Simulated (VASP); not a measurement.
# ZrB2 (P6/mmm) in VASP: notebook

One crystal, ZrB2, is run at these levels: PBE+D3(BJ); tasks: single point, relaxation of cell and atoms.

All numbers are computed with VASP 6.6.1; they aren't measurements. Logs are shortened: lines on timing, memory, paths and dates and some standing lists are left out, and cuts for length are marked.

**1. The crystal as given**

Symmetry: P6/mmm, No. 191, hexagonal system. The conventional cell has a = 3.171 Å, b = 3.171 Å, c = 3.542 Å, α = 90.00°, β = 90.00°, γ = 120.00°. Zr (site symmetry 6/mmm) is surrounded by 12 B at 2.55 Å. Around B (site symmetry -6m2) lie 3 B at 1.83 Å.

**2. Single point, PBE+D3(BJ) (relaxed again under DFT PBE+D3(BJ), scalar-relativistic, plane waves, PAW)**

File INCAR:

```
SYSTEM = ZrB2
PREC = Accurate ; ENCUT = 520
EDIFF = 1E-7 ; ISMEAR = 0
SIGMA = 0.1 ; LREAL = .False.
LASPH = .True. ; NELM = 60
ALGO = Fast ; ISIF = 2
LWAVE = .False. ; LCHARG = .True.
GGA = PE ; IVDW = 12
LELF = .True. ; LVHAR = .True.
NBANDS = 16
```

File KPOINTS:

```
regular mesh
0
Gamma
  15 15 12
  0 0 0
```

File POSCAR:

```
ZrB2
1.0
    3.1446285158      0.0000000000      0.0000000000
   -1.5723142579      2.7233281802      0.0000000000
    0.0000000000      0.0000000000      3.5100781416
Zr B
1 2
Direct
    0.0000000000      0.0000000000      0.0000000000
    0.3333333333      0.6666666667      0.5000000000
    0.6666666667      0.3333333333      0.5000000000
```

Potentials or basis: VASP PAW PBE potentials, release 64 (Zr_sv, B).

Launch:

```sh
$ cat potpaw_PBE.64/Zr_sv/POTCAR potpaw_PBE.64/B/POTCAR > POTCAR
$ mpirun -np 1 vasp_std > vasp.out
```

OUTCAR:

```text
SYSTEM = ZrB2
   PREC = Accurate
   ENCUT = 520
   EDIFF = 1E-7
   ISMEAR = 0
   LREAL = .False.
   LASPH = .True.
   NELM = 60
   ISIF = 2
   GGA = PE
   IVDW = 12
 IVDW          = 12

 ion  position               nearest neighbor table
   1  0.000  0.000  0.000-   2 2.53   3 2.53   2 2.53   3 2.53   3 2.53   3 2.53   2 2.53   2 2.53
                             3 2.53   3 2.53   2 2.53   2 2.53
   2  0.333  0.667  0.500-   3 1.82   3 1.82   3 1.82   1 2.53   1 2.53   1 2.53   1 2.53   1 2.53
                             1 2.53
   3  0.667  0.333  0.500-   2 1.82   2 1.82   2 1.82   1 2.53   1 2.53   1 2.53   1 2.53   1 2.53
                             1 2.53

  LATTYP: Found a hexagonal cell.
 ALAT       =     3.1446285158
 C/A-ratio  =     1.1162139261

  Lattice vectors:

 A1 = (   3.1446285158,   0.0000000000,   0.0000000000)
 A2 = (  -1.5723142579,   2.7233281802,   0.0000000000)
 A3 = (   0.0000000000,   0.0000000000,   3.5100781416)

Analysis of symmetry for initial positions (statically):
=====================================================================
 Subroutine PRICEL returns:
 Original cell was already a primitive cell.

 Routine SETGRP: Setting up the symmetry group for a
 hexagonal supercell.

 Subroutine GETGRP returns: Found 24 space group operations
 (whereof 24 operations were pure point group operations)
 out of a pool of 24 trial point group operations.

The static configuration has the point symmetry D_6h.

Analysis of symmetry for dynamics (positions and initial velocities):
=====================================================================
 Subroutine PRICEL returns:
 Original cell was already a primitive cell.

 Routine SETGRP: Setting up the symmetry group for a
 hexagonal supercell.

 Subroutine GETGRP returns: Found 24 space group operations
 (whereof 24 operations were pure point group operations)
 out of a pool of 24 trial point group operations.

The dynamic configuration has the point symmetry D_6h.

 Subroutine INISYM returns: Found 24 space group operations
 (whereof 24 operations are pure point group operations),
 and found     1 'primitive' translations

----------------------------------------------------------------------------------------

                                     Primitive cell

  volume of cell :      30.0598

  direct lattice vectors                    reciprocal lattice vectors
     3.144628516  0.000000000  0.000000000     0.318002586  0.183598879  0.000000000
    -1.572314258  2.723328180  0.000000000     0.000000000  0.367197757  0.000000000
     0.000000000  0.000000000  3.510078142     0.000000000  0.000000000  0.284893942

  length of vectors
     3.144628516  3.144628516  3.510078142     0.367197757  0.367197757  0.284893942

  position of ions in fractional coordinates (direct lattice)
     0.000000000  0.000000000  0.000000000
     0.333333333  0.666666667  0.500000000
     0.666666667  0.333333333  0.500000000

  ion indices of the primitive-cell ions
   primitive index   ion index
                 1           1
                 2           2
                 3           3

----------------------------------------------------------------------------------------

 KPOINTS: regular mesh

Automatic generation of k-mesh.
 Grid dimensions read from file:
 generate k-points for:   15   15   12

 Generating k-lattice:

  Cartesian coordinates                     Fractional coordinates (reciprocal lattice)
     0.021200172  0.012239925  0.000000000     0.066666667  0.000000000  0.000000000
     0.000000000  0.024479850  0.000000000     0.000000000  0.066666667  0.000000000
     0.000000000  0.000000000  0.023741162     0.000000000  0.000000000  0.083333333

  Length of vectors
     0.024479850  0.024479850  0.023741162

  Shift w.r.t. Gamma in fractional coordinates (k-lattice)
     0.000000000  0.000000000  0.000000000

 Subroutine IBZKPT returns following result:
 ===========================================

 Found    189 irreducible k-points:

 Following reciprocal coordinates:
            Coordinates               Weight
  0.000000  0.000000  0.000000      1.000000
  0.066667  0.000000  0.000000      6.000000
  0.133333  0.000000  0.000000      6.000000
  0.200000  0.000000  0.000000      6.000000
  0.266667  0.000000  0.000000      6.000000
  0.333333 -0.000000  0.000000      6.000000
[... 16 lines left out ...]
  0.333333  0.200000  0.000000     12.000000
  0.400000  0.200000  0.000000      6.000000
 [... further k-points ...]
   k-points           NKPTS =    189   k-points in BZ     NKDIM =    189   number of bands    NBANDS=     16
   number of dos      NEDOS =    301   number of ions     NIONS =      3
   total plane-waves  NPLWV =  16128
   dimension x,y,z NGX =    24 NGY =   24 NGZ =   28
   dimension x,y,z NGXF=    48 NGYF=   48 NGZF=   56
   ions per type =               1   2
   NGX,Y,Z   is equivalent  to a cutoff of  12.69, 12.69, 13.26 a.u.
   NGXF,Y,Z  is equivalent  to a cutoff of  25.38, 25.38, 26.52 a.u.
 SYSTEM =  ZrB2
   PREC   = accura    normal or accurate (medium, high low for compatibility)
   ISTART =      0    job   : 0-new  1-cont  2-samecut
   ICHARG =      2    charge: 1-file 2-atom 10-const
   ISPIN  =      1    spin polarized calculation?
   LNONCOLLINEAR =      F non collinear calculations
   LSORBIT =      F    spin-orbit coupling
   LASPH  =      T    aspherical Exc in radial PAW
   ENCUT  =  520.0 eV  38.22 Ry    6.18 a.u.   5.85  5.85  6.53*2*pi/ulx,y,z
   NELM   =     60;   NELMIN=  2; NELMDL= -5     # of ELM steps
   EDIFF  = 0.1E-06   stopping-criterion for ELM
   LREAL  =      F    real-space projection
   EDIFFG = 0.1E-05   stopping-criterion for IOM
   NSW    =      0    number of steps for IOM
   IBRION =     -1    ionic relax: 0-MD 1-quasi-New 2-CG
   NFREE  =      0    steps in history (QN), initial steepest desc. (CG)
   ISIF   =      2    stress and relaxation
   ISYM   =      2    0-nonsym 1-usesym 2-fastsym
   POTIM  = 0.5000    time-step for ionic-motion
   TEBEG  =    0.0;   TEEND  =   0.0 temperature during run
   PSTRESS=    0.0 pullay stress
   NELECT =      18.0000    total number of electrons
   NUPDOWN=      -1.0000    fix difference up-down
   EMIN   =  10.00;   EMAX   =-10.00  energy-range for DOS
   EFERMI =   0.00;   METHOD = LEGACY
   ISMEAR =     0;   SIGMA  =   0.10  broadening in eV -4-tet -1-fermi 0-gaus
   EFERMI_NEDOS =   21; number of points for ismear=-14 and -15
   IALGO  =     68    algorithm
   IMIX   =      4    mixing-type and parameters
     AMIX     =   0.40;   BMIX     =  1.00
     AMIX_MAG =   1.60;   BMIX_MAG =  1.00
  volume/ion in A,a.u.               =      10.02        67.62
  Fermi-wavevector in a.u.,A,eV,Ry     =   1.379866  2.607569 25.905909  1.904031
  Thomas-Fermi vector in A             =   2.504796
   LORBIT       =      0    0 simple, 1 ext, 2 COOP (PROOUT), +10 PAW based schemes
   GGA     = PE    functional components
   LHFCALC =     F    Hartree Fock is set to
   AEXX    =    0.0000 exact exchange contribution
   IVDW    =    12    specifies the selected vdW correction
   LEPSILON=     F    determine dielectric tensor
   LRPA    =     F    only Hartree local field effects (RPA)
 non-spin polarized calculation
 RMM-DIIS sequential band-by-band and
 Gauss-broadening in eV      SIGMA  =   0.10
  energy-cutoff  :      520.00
  volume of cell :       30.06
 maximum number of plane-waves:       828
 NGX is ok and might be reduce to    24
   NGX = 11   NGY = 11   NGZ = 13

 number of electron      18.0000000 magnetization

 Free energy of the ion-electron system (eV)
  ---------------------------------------------------
  ext. energy  EPLUGINS =         0.00000000
  ---------------------------------------------------
  free energy    TOTEN  =       -24.96235894 eV

  energy without entropy =      -24.96128189  energy(sigma->0) =      -24.96182041

 E-fermi :  10.7710     XC(G=0): -12.5495

 val. band max:       10.7647067568   @ k =   0.4000   0.1333   0.0000
 cond. band min:      10.7931259975   @ k =   0.1333   0.1333   0.2500
 fundamental gap:      0.0284192408
 Fermi energy:        10.7710357629

 k-point     1 :       0.0000    0.0000    0.0000
  band No.  band energies     occupation
      1     -37.7823      2.00000
      2     -15.9850      2.00000
      3     -15.3917      2.00000
      4     -15.3917      2.00000
      5      -2.0603      2.00000
      6       8.1126      2.00000
[... 8 lines left out ...]
     15      16.0219      0.00000
     16      16.0219      0.00000

 k-point     2 :       0.0667    0.0000    0.0000
  band No.  band energies     occupation
      1     -37.7768      2.00000
      2     -15.9769      2.00000
      3     -15.4392      2.00000
      4     -15.4019      2.00000
      5      -1.9688      2.00000
      6       7.8443      2.00000
[... 8 lines left out ...]
     15      16.4884      0.00000
     16      16.6826      0.00000

 k-point     3 :       0.1333    0.0000    0.0000
  band No.  band energies     occupation
      1     -37.7613      2.00000
      2     -15.9540      2.00000
      3     -15.5713      2.00000
      4     -15.4307      2.00000
      5      -1.7019      2.00000
      6       7.1636      2.00000
[... 8 lines left out ...]
     15      17.2297      0.00000
     16      17.8609      0.00000

 k-point     4 :       0.2000    0.0000    0.0000
  band No.  band energies     occupation
      1     -37.7383      2.00000
      2     -15.9200      2.00000
      3     -15.7608      2.00000
      4     -15.4727      2.00000
      5      -1.2787      2.00000
      6       6.2787      2.00000
[... 8 lines left out ...]
     15      17.6991      0.00000
     16      18.6118      0.00000
[... 324 lines left out ...]
 k-point    22 :       0.2667    0.2000    0.0000
  band No.  band energies     occupation
      1     -37.6610      2.00000
      2     -16.2114      2.00000
      3     -15.8055      2.00000
      4     -15.7658      2.00000
      5       0.8082      2.00000
      6       4.0676      2.00000
[... 8 lines left out ...]
     15      18.8219      0.00000
     16      20.8347      0.00000

 k-point    23 :       0.3333    0.2000    0.0000
  band No.  band energies     occupation
      1     -37.6481      2.00000
      2     -16.2675      2.00000
      3     -15.8299      2.00000
      4     -15.7863      2.00000
      5       1.5911      2.00000
      6       3.2866      2.00000
[... 8 lines left out ...]
     15      19.8907      0.00000
     16      20.8859      0.00000

 k-point    24 :       0.4000    0.2000    0.0000
  band No.  band energies     occupation
      1     -37.6435      2.00000
      2     -16.2864      2.00000
      3     -15.8533      2.00000
      4     -15.7795      2.00000
      5       2.3574      2.00000
      6       2.5108      2.00000
[... 8 lines left out ...]
     15      20.4167      0.00000
     16      20.6476      0.00000

 [... further k-points ...]

------------------------ aborting loop because EDIFF is reached ----------------------------------------

 Edisp (eV)   -1.19722

 E8    (eV) :    -0.5286

  FORCE on cell =-STRESS in cart. coord.  units (eV):
  Direction    XX          YY          ZZ          XY          YZ          ZX
  --------------------------------------------------------------------------------------
  -------------------------------------------------------------------------------------
  Total       0.02015     0.02015     0.03195     0.00000    -0.00000     0.00000
  in kB       1.07400     1.07400     1.70267     0.00000    -0.00000     0.00000
  external pressure =        1.28 kB  Pullay stress =        0.00 kB

 VOLUME and BASIS-vectors are now :
 -----------------------------------------------------------------------------
  energy-cutoff  :      520.00
  volume of cell :       30.06
      direct lattice vectors                 reciprocal lattice vectors
     3.144628516  0.000000000  0.000000000     0.318002586  0.183598879  0.000000000
    -1.572314258  2.723328180  0.000000000     0.000000000  0.367197757  0.000000000
     0.000000000  0.000000000  3.510078142     0.000000000  0.000000000  0.284893942

 POSITION                                       TOTAL-FORCE (eV/Angst)
 -----------------------------------------------------------------------------------
      0.00000      0.00000      0.00000         0.000000      0.000000      0.000000
     -0.00000      1.81555      1.75504         0.000000     -0.000000      0.000000
      1.57231      0.90778      1.75504        -0.000000     -0.000000      0.000000
 -----------------------------------------------------------------------------------
    total drift:                               -0.000000      0.000000      0.000000

  FREE ENERGIE OF THE ION-ELECTRON SYSTEM (eV)
  ---------------------------------------------------
  free  energy   TOTEN  =       -26.1595800961 eV

  energy  without entropy=      -26.1585030409  energy(sigma->0) =      -26.15904157
```

Run time: 96 s. Hardware: 1 thread of AMD EPYC 9R45 (Zen 5), shared host; peak memory 0.19 GiB.

What came out:

```
Free energy                : -26.1596 eV
Pressure                   : 0.1 GPa
Band gap on the k mesh     : none (metal or under the smearing width)
Dispersion energy per atom : -0.399 eV
```

Caveat: pairwise dispersion overbinds metals, which lowers pressure and volume.

**3. Relaxation of cell and atoms, PBE+D3(BJ)**

File INCAR:

```
SYSTEM = ZrB2
PREC = Accurate
ENCUT = 600
EDIFF = 1E-6
ISMEAR = 0
SIGMA = 0.1
LREAL = .FALSE.
LASPH = .TRUE.
NELM = 80
ALGO = Normal
ISIF = 3
LWAVE = .FALSE.
LCHARG = .FALSE.
GGA = PE
IVDW = 12
IBRION = 2
NSW = 70
EDIFFG = -0.005
```

File KPOINTS:

```
regular mesh
0
G
  15 15 12
  0 0 0
```

File POSCAR:

```
ZrB2
1.0
    3.1711659775      0.0000000000      0.0000000000
   -1.5855829887      2.7463102961      0.0000000000
    0.0000000000      0.0000000000      3.5422975713
Zr B
1 2
Direct
    0.0000000000      0.0000000000      0.0000000000
    0.3333333333      0.6666666667      0.5000000000
    0.6666666667      0.3333333333      0.5000000000
```

Potentials or basis: VASP PAW PBE potentials, release 64 (Zr_sv, B).

Launch:

```sh
$ cat potpaw_PBE.64/Zr_sv/POTCAR potpaw_PBE.64/B/POTCAR > POTCAR
$ mpirun -np 1 vasp_std > vasp.out
```

Run time: 3.2 min. Hardware: 1 thread of AMD EPYC 9R45 (Zen 5), shared host; peak memory 0.22 GiB.

Results (log left out):

- Free energy: -26.1620 eV
- Relaxed volume: 10.02 Å³/atom
- Relaxed cell: a = 3.145 Å, b = 3.145 Å, c = 3.511 Å, α = 90.00°, β = 90.00°, γ = 120.00°
- Space group after relaxing (to 0.05 Å): P6/mmm (No. 191)
- Energy gained by relaxing: 5.0 meV/atom
- Ionic steps: 9
- Pressure after relaxing: 0.0 GPa
- Band gap on the k mesh: none (metal or under the smearing width)
- Dispersion energy per atom: -0.399 eV

The path:
| step | energy change (eV) | largest force (eV/Å) | pressure (GPa) | volume (Å³) |
| --- | --- | --- | --- | --- |
| 1 | 0.0000 | 0.0000 | -6.05 | 30.85 |
| 2 | 0.0088 | 0.0000 | 8.39 | 29.15 |
| 3 | -0.0150 | 0.0000 | -0.02 | 30.08 |
| 4 | -0.0150 | 0.0000 | 0.08 | 30.07 |
| 5 | -0.0150 | 0.0000 | -0.05 | 30.09 |
| 6 | -0.0150 | 0.0000 | -0.08 | 30.09 |
| 7 | -0.0150 | 0.0000 | -0.10 | 30.09 |
| 8 | -0.0150 | 0.0000 | 0.13 | 30.06 |
| 9 | -0.0150 | 0.0000 | 0.04 | 30.07 |

Final structure:
```cif
data_structure
_symmetry_space_group_name_H-M 'P 1'
_symmetry_Int_Tables_number 1
_cell_length_a 3.1449
_cell_length_b 3.1449
_cell_length_c 3.5112
_cell_angle_alpha 90.000
_cell_angle_beta 90.000
_cell_angle_gamma 120.000
_cell_volume 30.07
loop_
_atom_site_label
_atom_site_type_symbol
_atom_site_fract_x
_atom_site_fract_y
_atom_site_fract_z
_atom_site_occupancy
Zr1 Zr 0.00000 0.00000 0.00000 1
B1 B 0.33333 0.66667 0.50000 1
B2 B 0.66667 0.33333 0.50000 1
```

Levels at points of the mesh, in eV from the Fermi level:
```tsv
k point	band 6	band 7	band 8	band 9	band 10	band 11	band 12	band 13
(0.00, 0.00, 0.00)	-2.66	-2.66	-2.63	-2.35	3.51	3.51	4.28	4.28
(0.00, 0.00, 0.50)	-7.02	-0.96	-0.96	0.36	0.36	0.81	0.81	1.86
```

Caveat: pairwise dispersion overbinds metals, which lowers pressure and volume.
